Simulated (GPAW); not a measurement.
V:

```
CELL_PARAMETERS angstrom
-0.07565 2.04813 1.85486
1.90213 0.02634 1.75288
1.88239 1.92639 0.04608
ATOMIC_POSITIONS crystal
V 0.00000 0.00000 0.00000
```

This isn't the form of V at room conditions, which is bcc.

The cell isn't the ideal one: cell sheared at random, sigma 0.06, atoms nudged by 0.01 Å.

Base run:

* Program: GPAW 26.7.0
* Functional: LDA
* Potentials or basis: the program's PAW data sets (release 1.2.1) made for this functional
* Cutoff: 600 eV
* Basis: pw
* k mesh: 11 × 12 × 12
* Occupations: fermi-dirac, width 0.05 eV
* Spin: collinear spin, ferromagnetic start
* Starting moments: [2.0] μB

Its results: band gap on the k mesh none (metal or under the smearing width); pressure -8.9 GPa; net moment 0.00 μB per cell.

Q: The run is repeated on the same cell with these changes: functional from LDA to PBE; potentials or basis from the program's PAW data sets (release 1.2.1) made for this functional to GPAW PAW data sets (gpaw-data 1.2.1). What comes out?

A: Band gap on the k mesh none (metal or under the smearing width); pressure 4.6 GPa; net moment 0.00 μB per cell.
